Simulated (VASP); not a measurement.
This VASP 6.6.1 run on Al needs a look.

Contents of INCAR:

```
SYSTEM = Al
ALGO = Normal
DIPOL = 0.5 0.5 0.500
EDIFF = 1E-7
EDIFFG = -0.01
ENCUT = 520
GGA = RP
IBRION = 2
IDIPOL = 3
ISIF = 2
ISMEAR = -1
LASPH = .TRUE.
LCHARG = .FALSE.
LDIPOL = .TRUE.
LREAL = .FALSE.
LWAVE = .FALSE.
NELM = 50
NSW = 2
PREC = Accurate
SIGMA = 0.05
```

The input KPOINTS:

```
k-points
0
G
  8 8 1
  0 0 0
```

The input POSCAR:

```
Al
1.0
    2.8270770242      0.0000000000      0.0000000000
   -1.4135385121      2.4483205214      0.0000000000
    0.0000000000      0.0000000000     26.4824913375
Al
6
Selective dynamics
Direct
    0.6666666700      0.3333333400      0.2832059833  F F F
    0.0000000000      0.0000000000      0.3699235900  F F F
    0.3333333300      0.6666666600      0.4566411967  F F F
    0.0000000000      0.0000000000      0.5433588033  T T T
    0.6666666700      0.3333333400      0.6300764100  T T T
    0.0000000000      0.0000000000      0.7167940167  T T T
```

Potentials or basis: VASP PAW PBE potentials, release 64 (Al).

Run with:

```bash
$ cat potpaw_PBE.64/Al/POTCAR > POTCAR
$ mpirun -np 1 vasp_std > vasp.out
```

OUTCAR:

```text
SYSTEM = Al
   EDIFF = 1E-7
   EDIFFG = -0.01
   ENCUT = 520
   GGA = RP
   IBRION = 2
   ISIF = 2
   ISMEAR = -1
   LASPH = .TRUE.
   LREAL = .FALSE.
   NELM = 50
   NSW = 2
   PREC = Accurate

 ion  position               nearest neighbor table
   1  0.667  0.333  0.283-   2 2.82   2 2.82   2 2.82
   2  0.000  0.000  0.370-   3 2.82   1 2.82   1 2.82   3 2.82   1 2.82   3 2.82
   3  0.333  0.667  0.457-   4 2.82   2 2.82   4 2.82   4 2.82   2 2.82   2 2.82
   4  0.000  0.000  0.543-   3 2.82   5 2.82   3 2.82   3 2.82   5 2.82   5 2.82
   5  0.667  0.333  0.630-   4 2.82   6 2.82   4 2.82   6 2.82   4 2.82   6 2.82
[... 426 lines left out ...]
  in kB        8.0945811      8.0945811     29.0064877      0.0000000      0.0000000      0.0000000
  external PRESSURE =      15.0652166 kB  Pullay stress =       0.0000000 kB

 VOLUME and BASIS-vectors are now :
 -----------------------------------------------------------------------------
  energy-cutoff  :      520.00
  volume of cell :      183.30
      direct lattice vectors                 reciprocal lattice vectors
     2.827077024  0.000000000  0.000000000     0.353722234  0.204221627  0.000000000
    -1.413538512  2.448320521  0.000000000     0.000000000  0.408443254  0.000000000
     0.000000000  0.000000000 26.482491338     0.000000000  0.000000000  0.037760798

 POSITION                                       TOTAL-FORCE (eV/Angst)
 -----------------------------------------------------------------------------------
      1.41354      0.81611      7.50000        -0.000000     -0.000000     -0.278029
      0.00000      0.00000      9.79650         0.000000     -0.000000      0.044534
      0.00000      1.63221     12.09300         0.000000      0.000000     -0.142325
     -0.00000      0.00000     14.39759         0.000000     -0.000000      0.102949
      1.41354      0.81611     16.68029        -0.000000      0.000000     -0.011641
     -0.00000      0.00000     18.99977         0.000000     -0.000000      0.284511
 -----------------------------------------------------------------------------------
    total drift:                                0.000000      0.000000      0.000091

  FREE ENERGIE OF THE ION-ELECTRON SYSTEM (eV)
  ---------------------------------------------------
  free  energy   TOTEN  =       -20.2908158318 eV

  energy  without entropy=      -20.2743495638  energy(sigma->0) =      -20.28258270

 vacuum level on the upper side and lower side of the slab         6.354         6.412
```

On the terminal:

```text
POSCAR found type information on POSCAR Al
[... 62 lines left out ...]

 trial-energy change:   -0.007009  1 .order   -0.007018   -0.008221   -0.005815
 step:   3.4177(harm=  3.4177)  dis= 0.05904  next Energy=   -20.297855 (dE=-0.140E-01)
```

Problem. What happened, and what is wrong with the input?

Solution. The calculation stopped without meeting its thresholds. The input holds a flaw that was put in on purpose: too few ionic steps (NSW = 2).
